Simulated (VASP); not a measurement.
A calculation with VASP 6.6.1 of Ti2O (native input, structure from a POSCAR):

The input INCAR:

```
SYSTEM = Ti2O
PREC     = Accurate       ! precision mode
ENCUT    = 520            ! plane-wave cutoff, eV
EDIFF    = 1E-6           ! SCF threshold, eV
ISMEAR   = 0              ! smearing method
SIGMA    = 0.02           ! smearing width, eV
LREAL    = .False.        ! projectors in reciprocal space
LASPH    = .True.         ! aspherical terms in the spheres
NELM     = 100            ! most SCF steps
ALGO     = Fast           ! electronic algorithm
ISIF     = 2              ! what is computed and relaxed
LWAVE    = .False.        ! write WAVECAR
LCHARG   = .True.         ! write CHGCAR
GGA      = PS             ! functional
LELF     = .True.         ! ELF
LVHAR    = .True.       
NBANDS   = 22             ! bands
```

Contents of KPOINTS:

```
regular mesh
0
Gamma
  10 10 6
  0 0 0
```

The input POSCAR:

```
Ti2O
1.0
    2.9194000000      0.0000000000      0.0000000000
   -1.4597000000      2.5282745638      0.0000000000
    0.0000000000      0.0000000000      4.7130000000
Ti O
2 1
Cartesian
   -0.0000000001      1.6855163760      3.3992983800
    1.4597000001      0.8427581878      1.3137016200
    0.0000000000      0.0000000000      0.0000000000
```

Potentials or basis: VASP PAW PBE potentials, release 64 (Ti_sv, O).

Launch:

```bash
$ cat potpaw_PBE.64/Ti_sv/POTCAR potpaw_PBE.64/O/POTCAR > POTCAR
$ mpirun -np 1 vasp_std > vasp.out
```

Question: Write the same calculation in another form: ASE script, structure from a CIF.

Answer: As run:

The input run.py:

```python
from ase.calculators.vasp import Vasp
from ase.dft.bandgap import bandgap
from ase.io import read

atoms = read('Ti2O.cif', primitive_cell=True, subtrans_included=False)
calc = Vasp(
    directory='calc',
    xc='pbesol',
    pp='PBE',
    setups='recommended',
    prec='Accurate',
    encut=520,
    ediff=1e-07,
    ismear=0,
    sigma=0.02,
    lreal=False,
    lasph=True,
    nelm=80,
    algo='Normal',
    isif=2,
    lwave=False,
    lcharg=False,
    kpts=[10, 10, 6],
    gamma=True,
)
atoms.calc = calc

print('energy (eV):', atoms.get_potential_energy())
print('free energy (eV):', atoms.get_potential_energy(force_consistent=True))
print('forces (eV/A):')
print(atoms.get_forces())
print('stress (eV/A^3, Voigt):', atoms.get_stress())
print('Fermi level (eV):', calc.get_fermi_level())
gap, top, bottom = bandgap(calc)
print('band gap (eV):', gap, 'from (spin, k, band)', top, 'to', bottom)
```

Ti2O.cif

```cif
data_Ti2O
_cell_length_a 2.91940000
_cell_length_b 2.91940000
_cell_length_c 4.71300000
_cell_angle_alpha 90.00000000
_cell_angle_beta 90.00000000
_cell_angle_gamma 120.00000000
_space_group_name_H-M_alt 'P-3m1'
_space_group_name_Hall '-P 3 2"'
_space_group_IT_number 164
loop_
_space_group_symop_operation_xyz
'x,y,z'
'-x,-y,-z'
'-y,x-y,z'
'y,-x+y,-z'
'-x+y,-x,z'
'x-y,x,-z'
'y,x,-z'
'-y,-x,z'
'x-y,-y,-z'
'-x+y,y,z'
'-x,-x+y,-z'
'x,x-y,z'
loop_
_atom_site_label
_atom_site_type_symbol
_atom_site_symmetry_multiplicity
_atom_site_Wyckoff_symbol
_atom_site_fract_x
_atom_site_fract_y
_atom_site_fract_z
_atom_site_occupancy
Ti1 Ti 2 d 0.3333333333 0.6666666667 0.7212600000 1
O1 O 1 a 0.0000000000 0.0000000000 0.0000000000 1
```

Potentials or basis: VASP PAW PBE potentials, release 64 (Ti_sv, O).

Run with:

```console
$ python run.py
```

Both were run:

|  | native input, structure from a POSCAR | ASE script, structure from a CIF |
| --- | --- | --- |
| Pressure | 4.9 GPa | 4.7 GPa |
| Largest force | 1.249 eV/Å | 1.249 eV/Å |
| Band gap on the k mesh | none (metal or under the smearing width) | none (metal or under the smearing width) |

Keys that steer only the numerical path or the files written may differ.

Caveat: the PAW data sets were made with another functional, which shifts forces and pressure a little; semilocal functionals often make such compounds metallic where correlation or magnetic order opens a gap, which also shifts bond lengths.
